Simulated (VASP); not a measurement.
# GaN (Fm-3m) in VASP: notebook, part 2 of 3

VASP 6.6.1. Earlier steps stand in the parts before.

### 3 G0W0 quasiparticle levels, PBE

POSCAR reads:

```
GaN
1.0
    0.0000000000      2.1352350000      2.1352350000
    2.1352350000      0.0000000000      2.1352350000
    2.1352350000      2.1352350000      0.0000000000
Ga N
1 1
Direct
    0.0000000000      0.0000000000      0.0000000000
    0.5000000000      0.5000000000      0.5000000000
```

INCAR.step1 reads:

```
SYSTEM = GaN
PREC     = Accurate       ! precision mode
ENCUT    = 450            ! plane-wave cutoff, eV
EDIFF    = 1E-8           ! SCF threshold, eV
ISMEAR   = 0              ! smearing method
SIGMA    = 0.01           ! smearing width, eV
LREAL    = .False.        ! projectors in reciprocal space
LASPH    = .True.         ! aspherical terms in the spheres
NELM     = 60             ! most SCF steps
ALGO     = Normal         ! electronic algorithm
LWAVE    = .True.         ! write WAVECAR
LCHARG   = .False.        ! write CHGCAR
GGA      = PE             ! functional
```

INCAR.step2 reads:

```
SYSTEM = GaN
PREC     = Accurate       ! precision mode
ENCUT    = 450            ! plane-wave cutoff, eV
EDIFF    = 1E-8           ! SCF threshold, eV
ISMEAR   = 0              ! smearing method
SIGMA    = 0.01           ! smearing width, eV
LREAL    = .False.        ! projectors in reciprocal space
LASPH    = .True.         ! aspherical terms in the spheres
NELM     = 1              ! most SCF steps
ALGO     = Exact          ! electronic algorithm
LWAVE    = .True.         ! write WAVECAR
LCHARG   = .False.        ! write CHGCAR
GGA      = PE             ! functional
NBANDS   = 86             ! bands
LOPTICS  = .True.         ! frequency-dependent dielectric function
ISTART   = 1
```

INCAR.step3 reads:

```
SYSTEM = GaN
PREC     = Accurate       ! precision mode
ENCUT    = 450            ! plane-wave cutoff, eV
EDIFF    = 1E-8           ! SCF threshold, eV
ISMEAR   = 0              ! smearing method
SIGMA    = 0.01           ! smearing width, eV
LREAL    = .False.        ! projectors in reciprocal space
LASPH    = .True.         ! aspherical terms in the spheres
ALGO     = EVGW0          ! electronic algorithm
LWAVE    = .False.        ! write WAVECAR
LCHARG   = .False.        ! write CHGCAR
GGA      = PE             ! functional
NELMGW   = 1            
NBANDS   = 86             ! bands
ENCUTGW  = 200            ! cutoff of the response function
NOMEGA   = 48             ! frequency points
PRECFOCK = Fast         
ISTART   = 1            
NBANDSGW = 17
```

KPOINTS reads:

```
regular mesh
0
Gamma
  4 4 4
  0 0 0
```

Potentials or basis: VASP PAW PBE potentials, release 64 (Ga_d_GW, N_GW).

Launch:

```bash
cat potpaw_PBE.64/Ga_d_GW/POTCAR potpaw_PBE.64/N_GW/POTCAR > POTCAR
cp INCAR.step1 INCAR
mpirun -np 1 vasp_std > vasp.out
cp INCAR.step2 INCAR
mpirun -np 1 vasp_std > vasp.out
cp INCAR.step3 INCAR
mpirun -np 1 vasp_std > vasp.out
```

OUTCAR:

```text
SYSTEM = GaN
   PREC = Accurate
   ENCUT = 450
   EDIFF = 1E-8
   ISMEAR = 0
   LREAL = .False.
   LASPH = .True.
   GGA = PE
   NELMGW = 1
   ENCUTGW = 200
   PRECFOCK = Fast
   ISTART = 1

 Found      8 irreducible k-points:

 Following reciprocal coordinates:
            Coordinates               Weight
  0.000000  0.000000  0.000000      1.000000
  0.250000  0.000000  0.000000      8.000000
  0.500000  0.000000  0.000000      4.000000
  0.250000  0.250000  0.000000      6.000000
  0.500000  0.250000  0.000000     24.000000
 -0.250000  0.250000  0.000000     12.000000
   k-points           NKPTS =      8   k-points in BZ     NKDIM =     64   number of bands    NBANDS=     86
   number of dos      NEDOS =    301   number of ions     NIONS =      2
   total plane-waves  NPLWV =  13824
   dimension x,y,z NGX =    24 NGY =   24 NGZ =   24
   dimension x,y,z NGXF=    48 NGYF=   48 NGZF=   48
   ions per type =               1   1
   NGX,Y,Z   is equivalent  to a cutoff of  13.21, 13.21, 13.21 a.u.
   NGXF,Y,Z  is equivalent  to a cutoff of  26.43, 26.43, 26.43 a.u.
 SYSTEM =  GaN
   PREC   = accura    normal or accurate (medium, high low for compatibility)
   ISTART =      1    job   : 0-new  1-cont  2-samecut
   ICHARG =      0    charge: 1-file 2-atom 10-const
   ISPIN  =      1    spin polarized calculation?
   LNONCOLLINEAR =      F non collinear calculations
   LSORBIT =      F    spin-orbit coupling
   LASPH  =      T    aspherical Exc in radial PAW
   ENCUT  =  450.0 eV  33.07 Ry    5.75 a.u.   5.22  5.22  5.22*2*pi/ulx,y,z
   NELM   =     60;   NELMIN=  2; NELMDL=  0     # of ELM steps
   EDIFF  = 0.1E-07   stopping-criterion for ELM
   LREAL  =      F    real-space projection
   EDIFFG = 0.1E-06   stopping-criterion for IOM
   NSW    =      0    number of steps for IOM
   IBRION =     -1    ionic relax: 0-MD 1-quasi-New 2-CG
   NFREE  =      0    steps in history (QN), initial steepest desc. (CG)
   ISIF   =      0    stress and relaxation
   ISYM   =      3    0-nonsym 1-usesym 2-fastsym
   POTIM  = 0.5000    time-step for ionic-motion
   TEBEG  =    0.0;   TEEND  =   0.0 temperature during run
   PSTRESS=    0.0 pullay stress
   NELECT =      18.0000    total number of electrons
   NUPDOWN=      -1.0000    fix difference up-down
   EMIN   =  10.00;   EMAX   =-10.00  energy-range for DOS
   EFERMI =   0.00;   METHOD = LEGACY
   ISMEAR =     0;   SIGMA  =   0.01  broadening in eV -4-tet -1-fermi 0-gaus
   EFERMI_NEDOS =   21; number of points for ismear=-14 and -15
   IALGO  =     38    algorithm
   IMIX   =      4    mixing-type and parameters
     AMIX     =   0.40;   BMIX     =  1.00
     AMIX_MAG =   1.60;   BMIX_MAG =  1.00
  volume/ion in A,a.u.               =       9.74        65.70
  Fermi-wavevector in a.u.,A,eV,Ry     =   1.594814  3.013761 34.605481  2.543431
  Thomas-Fermi vector in A             =   2.692830
   LORBIT       =      0    0 simple, 1 ext, 2 COOP (PROOUT), +10 PAW based schemes
   GGA     = PE    functional components
   LHFCALC =     T    Hartree Fock is set to
   PRECFOCK=fast      Normal, Fast or Accurate (Low or Medium for compatibility)
   ENCUT4O =  -1.0   cutoff for four orbital integrals eV
   NKREDX  =     1    reduce k-point grid by
   NKREDY  =     1    reduce k-point grid by
   NKREDZ  =     1    reduce k-point grid by
   AEXX    =    1.0000 exact exchange contribution
   HFSCREEN=    0.0000 screening length (either q_TF or 0.3 A-1)
   HFSCREENC=   0.0000 screening length for correlation (either q_TF or 0.3 A-1)
   ENCUTFOCK=  -1.0 apply spherical cutoff to Coloumb kernel
   IVDW    =     0    specifies the selected vdW correction
   LEPSILON=     F    determine dielectric tensor
   LRPA    =     F    only Hartree local field effects (RPA)
   LRPAFORCE           =     F    calculate RPA forces
   ENCUTGW             = 200.0    cutoff for response function in eV
   ENCUTGWSOFT         = 160.0    soft cutoff for Coulomb kernel in GW response function in eV
   ENCUTLF             =  -1.0    cutoff for local field effects
   NELMGW              =     1    number of iterations in solving QP/BSE equation
   NELMHF              =     1    number of iterations in the inner HF iteration
   NKREDLFX            =     1    NKREDLFY  =   1   NKREDLFZ  =   1
 non-spin polarized calculation
 Gauss-broadening in eV      SIGMA  =   0.01
  energy-cutoff  :      450.00
  volume of cell :       19.47
 maximum number of plane-waves:       444
 NGX is ok and might be reduce to    24
  NGX = 12; NGY = 12; NGZ = 12
   NGX = 11   NGY = 11   NGZ = 11
 maximum number of plane-waves:       137

 QP shifts <psi_nk| G(iteration)W_0 |psi_nk>: iteration 1
 for sc-GW calculations column KS-energies equals QP-energies in previous step
 and V_xc(KS)=  KS-energies - (<T + V_ion + V_H > + <T+V_H+V_ion>^1  + <V_x>^1)

 k-point   1 :       0.0000    0.0000    0.0000
  band No.  KS-energies  QP-energies   sigma(KS)   V_xc(KS)     V^pw_x(r,r')   Z            occupation Imag(sigma)

      1      -9.6357     -10.5718     -15.8036     -14.4653     -24.2363       0.6994       2.0000       1.4305
      2      -6.8090      -9.3464     -25.1615     -21.6620     -34.9916       0.7251       2.0000       0.2503
      3      -6.8090      -9.3464     -25.1615     -21.6620     -34.9916       0.7251       2.0000       0.2503
      4      -6.8090      -9.3464     -25.1615     -21.6620     -34.9916       0.7251       2.0000       0.2503
      5      -6.7198      -9.2850     -25.3907     -21.8505     -35.4427       0.7246       2.0000       0.2960
      6      -6.7198      -9.2850     -25.3907     -21.8505     -35.4427       0.7246       2.0000       0.2960
[... 9 lines left out ...]
     16      22.6783      23.2728     -11.8291     -12.6113      -4.4601       0.7600       0.0000      -0.5630
     17      23.2840      23.3500      -8.9891      -9.0735      -2.4463       0.7817       0.0000      -0.3412

 k-point   2 :       0.2500    0.0000    0.0000
  band No.  KS-energies  QP-energies   sigma(KS)   V_xc(KS)     V^pw_x(r,r')   Z            occupation Imag(sigma)

      1      -8.5143      -9.4212     -16.2125     -14.8919     -24.4266       0.6867       2.0000       1.2860
      2      -6.8448      -9.3726     -25.1483     -21.6545     -35.1116       0.7235       2.0000       0.2944
      3      -6.8448      -9.3726     -25.1483     -21.6545     -35.1116       0.7235       2.0000       0.2944
      4      -6.8383      -9.3468     -24.9739     -21.5120     -34.7640       0.7246       2.0000       0.2685
      5      -6.6930      -9.2496     -25.3502     -21.8294     -35.2768       0.7262       2.0000       0.2660
      6      -6.6930      -9.2496     -25.3502     -21.8294     -35.2768       0.7262       2.0000       0.2660
[... 9 lines left out ...]
     16      24.7631      25.1977     -11.6495     -12.1992      -5.3765       0.7906       0.0000      -0.4398
     17      31.5904      31.9990     -10.3678     -10.8788      -3.1112       0.7997       0.0000      -0.9996

 k-point   3 :       0.5000    0.0000    0.0000
  band No.  KS-energies  QP-energies   sigma(KS)   V_xc(KS)     V^pw_x(r,r')   Z            occupation Imag(sigma)

      1      -6.9765      -9.4336     -24.5016     -21.1076     -34.1934       0.7239       2.0000       0.2998
      2      -6.9424      -9.4395     -24.9925     -21.5317     -34.9715       0.7215       2.0000       0.3169
      3      -6.9424      -9.4395     -24.9925     -21.5317     -34.9715       0.7215       2.0000       0.3169
      4      -6.6097      -7.5069     -17.3975     -16.0975     -25.3561       0.6901       2.0000       1.0987
      5      -6.6013      -9.1610     -25.4578     -21.9335     -35.3816       0.7263       2.0000       0.2577
      6      -6.6013      -9.1610     -25.4578     -21.9335     -35.3816       0.7263       2.0000       0.2577
[... 9 lines left out ...]
     16      29.7165      30.1685     -12.4850     -13.0718      -4.8913       0.7701       0.0000      -1.0562
     17      31.7266      32.2890     -11.0171     -11.7164      -3.6182       0.8043       0.0000      -1.1388

 k-point   4 :       0.2500    0.2500    0.0000
  band No.  KS-energies  QP-energies   sigma(KS)   V_xc(KS)     V^pw_x(r,r')   Z            occupation Imag(sigma)

      1      -8.4783      -9.6469     -17.8517     -16.1577     -26.4788       0.6898       2.0000       1.1155
      2      -6.8899      -9.4163     -25.0167     -21.5324     -34.8177       0.7251       2.0000       0.2542
      3      -6.6954      -9.2403     -25.2905     -21.7848     -35.1445       0.7259       2.0000       0.2519
      4      -6.6954      -9.2403     -25.2905     -21.7848     -35.1445       0.7259       2.0000       0.2519
      5      -6.6694      -9.2409     -25.4529     -21.9075     -35.5182       0.7253       2.0000       0.2951
      6      -6.5447      -8.7472     -23.4125     -20.3591     -32.9078       0.7214       2.0000       0.4693
[... 9 lines left out ...]
     16      30.0582      30.6656     -11.5745     -12.3379      -4.4073       0.7957       0.0000      -0.9609
     17      30.0582      30.6656     -11.5745     -12.3379      -4.4073       0.7957       0.0000      -0.9609

 k-point   5 :       0.5000    0.2500    0.0000
  band No.  KS-energies  QP-energies   sigma(KS)   V_xc(KS)     V^pw_x(r,r')   Z            occupation Imag(sigma)

      1      -7.9289      -9.7343     -21.6747     -19.0915     -31.1261       0.6989       2.0000       0.6899
      2      -6.8948      -9.4004     -24.8936     -21.4353     -34.6673       0.7245       2.0000       0.2656
      3      -6.7812      -9.3154     -25.2295     -21.7318     -35.2435       0.7245       2.0000       0.3056
      4      -6.7051      -9.2295     -25.1450     -21.6664     -34.9644       0.7257       2.0000       0.2641
      5      -6.5837      -9.1438     -25.4700     -21.9489     -35.3881       0.7271       2.0000       0.2559
      6      -5.0611      -6.6201     -21.0000     -18.8560     -29.4748       0.7271       2.0000       0.7034
[... 9 lines left out ...]
     16      30.7134      31.2086     -11.7081     -12.3352      -4.4014       0.7896       0.0000      -0.9843
     17      33.7926      34.5069     -11.3310     -12.2067      -4.0495       0.8156       0.0000      -1.1830

 k-point   6 :      -0.2500    0.2500    0.0000
  band No.  KS-energies  QP-energies   sigma(KS)   V_xc(KS)     V^pw_x(r,r')   Z            occupation Imag(sigma)

      1      -7.7231      -9.3174     -20.5639     -18.2736     -29.6670       0.6961       2.0000       0.7987
      2      -6.8675      -9.3767     -25.1163     -21.6387     -35.1602       0.7215       2.0000       0.3256
      3      -6.8507      -9.3062     -24.6524     -21.2592     -34.3775       0.7236       2.0000       0.2993
      4      -6.8175      -9.3399     -25.0350     -21.5562     -34.8388       0.7251       2.0000       0.2622
      5      -6.6713      -9.2200     -25.3402     -21.8313     -35.2017       0.7264       2.0000       0.2479
      6      -5.8766      -7.7187     -22.0352     -19.4807     -30.9875       0.7211       2.0000       0.6111
[... 9 lines left out ...]
     16      27.3035      27.7242     -12.0552     -12.5973      -4.7590       0.7759       0.0000      -0.8417
     17      32.9173      33.7241     -11.0408     -12.0375      -3.9381       0.8095       0.0000      -1.0581

 [... further k-points ...]
```

Wall time 26 s (1 thread of Intel Xeon 6975P-C (Granite Rapids), shared host); peak memory 0.2 GiB.

The run converged, but some of its settings lie outside the range that counts as converged, so its numbers aren't taken as properties of the crystal.

What came out:

```
Band gap on the k mesh, mean-field level : 0.48 eV, indirect (least direct gap 2.32 eV)
Quasiparticle gap                        : 1.31 eV
Least direct quasiparticle gap           : 3.26 eV
```

Caveat: the k mesh is coarse (spacing up to 0.64 Å⁻¹), so the values aren't converged; bands, screening cutoff and mesh are small and nothing is extrapolated, so the quasiparticle values aren't converged.

### 4 G0W0 quasiparticle levels, PBE

POSCAR is that of step 3.

INCAR.step1 is that of step 3.

Changes to INCAR.step2 since step 3:

```diff
@@ -13,3 +13,3 @@
 GGA      = PE             ! functional
-NBANDS   = 86             ! bands
+NBANDS   = 21             ! bands
 LOPTICS  = .True.         ! frequency-dependent dielectric function
```

Changes to INCAR.step3 since step 3:

```diff
@@ -13,4 +13,4 @@
 NELMGW   = 1            
-NBANDS   = 86             ! bands
-ENCUTGW  = 200            ! cutoff of the response function
+NBANDS   = 21             ! bands
+ENCUTGW  = 75             ! cutoff of the response function
 NOMEGA   = 48             ! frequency points
```

KPOINTS reads:

```
regular mesh
0
Gamma
  3 3 3
  0 0 0
```

Potentials or basis: VASP PAW PBE potentials, release 64 (Ga_d_GW, N_GW).

Launch:

```bash
cat potpaw_PBE.64/Ga_d_GW/POTCAR potpaw_PBE.64/N_GW/POTCAR > POTCAR
cp INCAR.step1 INCAR
mpirun -np 1 vasp_std > vasp.out
cp INCAR.step2 INCAR
mpirun -np 1 vasp_std > vasp.out
cp INCAR.step3 INCAR
mpirun -np 1 vasp_std > vasp.out
```

OUTCAR:

```text
SYSTEM = GaN
   PREC = Accurate
   ENCUT = 450
   EDIFF = 1E-8
   ISMEAR = 0
   LREAL = .False.
   LASPH = .True.
   GGA = PE
   NELMGW = 1
   ENCUTGW = 75
   PRECFOCK = Fast
   ISTART = 1

 Found      4 irreducible k-points:

 Following reciprocal coordinates:
            Coordinates               Weight
  0.000000  0.000000  0.000000      1.000000
  0.333333  0.000000  0.000000      8.000000
  0.333333  0.333333  0.000000      6.000000
 -0.333333  0.333333  0.000000     12.000000
   k-points           NKPTS =      4   k-points in BZ     NKDIM =     27   number of bands    NBANDS=     21
[... 60 lines left out ...]
   NELMGW              =     1    number of iterations in solving QP/BSE equation
   NELMHF              =     1    number of iterations in the inner HF iteration
   NKREDLFX            =     1    NKREDLFY  =   1   NKREDLFZ  =   1
 non-spin polarized calculation
 Gauss-broadening in eV      SIGMA  =   0.01
  energy-cutoff  :      450.00
  volume of cell :       19.47
 maximum number of plane-waves:       432
 NGX is ok and might be reduce to    24
  NGX = 12; NGY = 12; NGZ = 12
   NGX = 11   NGY = 11   NGZ = 11
 maximum number of plane-waves:        28
 NGX is ok and might be reduce to    10

 QP shifts <psi_nk| G(iteration)W_0 |psi_nk>: iteration 1
 for sc-GW calculations column KS-energies equals QP-energies in previous step
 and V_xc(KS)=  KS-energies - (<T + V_ion + V_H > + <T+V_H+V_ion>^1  + <V_x>^1)

 k-point   1 :       0.0000    0.0000    0.0000
  band No.  KS-energies  QP-energies   sigma(KS)   V_xc(KS)     V^pw_x(r,r')   Z            occupation Imag(sigma)

      1      -9.5375     -10.1897     -15.2990     -14.4207     -24.1393       0.7426       2.0000       1.6619
      2      -6.8856     -10.5658     -26.7172     -21.6617     -35.0060       0.7279       2.0000       0.2781
      3      -6.8856     -10.5658     -26.7172     -21.6617     -35.0060       0.7279       2.0000       0.2781
      4      -6.8856     -10.5658     -26.7172     -21.6617     -35.0060       0.7279       2.0000       0.2781
      5      -6.7936     -10.6015     -27.0721     -21.8539     -35.4739       0.7297       2.0000       0.3357
      6      -6.7936     -10.6015     -27.0721     -21.8539     -35.4739       0.7297       2.0000       0.3357
[... 59 lines left out ...]
      3      -6.8688     -10.5958     -26.8559     -21.7285     -35.3046       0.7269       2.0000       0.3515
      4      -6.8067     -10.4783     -26.6972     -21.6603     -34.9837       0.7289       2.0000       0.2866
      5      -6.6877     -10.4420     -27.0160     -21.9038     -35.3089       0.7344       2.0000       0.2716
      6      -4.5079      -6.2118     -21.2210     -18.9228     -29.2230       0.7414       2.0000       0.7488
[... 9 lines left out ...]
     16      30.1108      31.9490      -9.7416     -12.0552      -3.8149       0.7945       0.0000      -1.1158
     17      34.9389      37.3371     -10.4550     -13.3243      -4.4134       0.8359       0.0000      -1.5448
```

OUTCAR.step1:

```text
SYSTEM = GaN
   PREC = Accurate
   ENCUT = 450
   EDIFF = 1E-8
   ISMEAR = 0
   LREAL = .False.
   LASPH = .True.
[... 171 lines left out ...]
      0.00000      0.00000      0.00000         0.000000      0.000000     -0.000000
      2.13524      2.13524      2.13524         0.000000      0.000000      0.000000
 -----------------------------------------------------------------------------------
    total drift:                                0.000000     -0.000000     -0.000000

  FREE ENERGIE OF THE ION-ELECTRON SYSTEM (eV)
  ---------------------------------------------------
  free  energy   TOTEN  =       -10.6773696968 eV

  energy  without entropy=      -10.6773696968  energy(sigma->0) =      -10.67736970
```

It took 6 s on 1 thread of Intel Xeon 6975P-C (Granite Rapids), shared host; peak memory 0.14 GiB.

These settings aren't checked as converged: the numbers below hold their error.

What came out:

| Item | Value |
| --- | --- |
| Band gap on the k mesh, mean-field level | 2.07 eV, indirect (least direct gap 2.26 eV) |
| Quasiparticle gap | 2.93 eV |
| Least direct quasiparticle gap | 3.01 eV |

Caveat: the k mesh is coarse (spacing up to 0.85 Å⁻¹), so the values aren't converged; bands, screening cutoff and mesh are small and nothing is extrapolated, so the quasiparticle values aren't converged; an odd mesh through Γ misses points on the zone boundary, where band edges often lie.

[end of part 2 of 3]
